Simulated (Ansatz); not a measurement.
# Ba (Ba, omega (AlB2-type)): the cost of one run

Method: DFT PBE, plane waves (420 eV) with PAW, scalar-relativistic, in Ansatz 0.2.0.

## (1) The structure to begin with

It takes space group P6/mmm (No. 191, hexagonal). Conventional cell: a = 7.069 Å, b = 7.069 Å, c = 4.333 Å, α = 90.00°, β = 90.00°, γ = 120.00°. Ba (site symmetry 6/mmm) is surrounded by 2 Ba at 4.33 Å. Ba (site symmetry -6m2) has 5 Ba at 4.08 to 4.33 Å as nearest neighbours.

Structure file:

```
Ba
1.0
     7.06865    0.00000    0.00000
    -3.53433    6.12163    0.00000
     0.00000    0.00000    4.33308
Ba
3
Direct
  0.00000 0.00000 0.00000
  0.33333 0.66667 0.50000
  0.66667 0.33333 0.50000
```

## (2) Geometry optimisation

input.yaml reads:

```yaml
crystal:
  lattice:
    - [7.0686539647, 0.0, 0.0]
    - [-3.5343269823, 6.121633904, 0.0]
    - [0.0, 0.0, 4.3330848804]
  atoms:
    - { symbol: Ba, position: [0.0, 0.0, 0.0] }
    - { symbol: Ba, position: [0.3333333333, 0.6666666667, 0.5] }
    - { symbol: Ba, position: [0.6666666667, 0.3333333333, 0.5] }
hamiltonian:
  xc: pbe
  pseudopotentials:
    kind: paw
    azcp:
      Ba: "pseudopotentials/Ba.paw.azcp"
basis:
  ecutwfc: 420
  fft_grid_basis: typed
kpoints:
  mp_grid: { grid: [5, 5, 7], shift: [0, 0, 0] }
magnetization:
  spin_polarized: false
scf:
  occupations: { method: fermi_dirac, width: 0.1 }
relax:
  max_steps: 60
  f_tol: 0.01
  cell: {}
```

Q: Estimate wall time and peak memory on 1 thread of an x86-64 CPU, shared host.

About 34 s, with a peak of 0.61 GiB.
